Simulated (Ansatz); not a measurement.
AlN in the h-MgO structure, relaxed with r2SCAN. It is hexagonal, P6_3/mmc (No. 194); a = 3.292 Å, c = 4.137 Å in the conventional setting, 9.71 Å³ an atom. Al is surrounded by 5 N at 1.90–2.07 Å; N is surrounded by 5 Al at 1.90–2.07 Å.

```xyz
4
Lattice="3.2923 0.0000 0.0000 -1.6462 2.8513 0.0000 0.0000 0.0000 4.1370" Properties=species:S:1:pos:R:3 pbc="T T T"
Al    0.0000    1.9008    1.0342
Al    1.6462    0.9504    3.1027
N     1.6462    0.9504    1.0342
N     0.0000    1.9008    3.1027
```

The questions ask for values computed with the PAW code Ansatz on this geometry. No spin polarisation. The prototype was imposed, so other structures may be more stable.

Given (12×12×6 mesh): The PBE gap is direct at Γ: 3.46 eV.

(1) How does the gap change from PBE to LDA (12×12×6)?

(2) What does HSE06 give for the gap (6×6×4 mesh)?

(3) What are ε∞ and the Born charges with PBE?

(4) What fraction of exact exchange does the dielectric-dependent hybrid take (1/ε∞ of PBE, averaged over directions)?

(5) Relaxed again with PBEsol, is the cell stable at the zone centre, and where do its optical modes lie?

Answers

(1) The LDA gap is direct at Γ: 3.47 eV. The gap differs by +0.01 eV from PBE's.

(2) HSE06 gives a direct gap of 4.74 eV at Γ. The gap differs by +1.28 eV from PBE's.

(3) The clamped-ion dielectric constant comes out as 4.46 along x and y, 4.91 along z. Born charges, averaged over directions: Al +2.73, N -2.73 e.

(4) 0.217.

(5) The zone-centre optical frequencies run from 267 to 685 cm⁻¹, none imaginary (the rest of the zone wasn't tested). With the long-range field the highest mode reaches 914 cm⁻¹.

The meshes of the hybrids are coarse, so their gaps aren't converged to the digits shown.
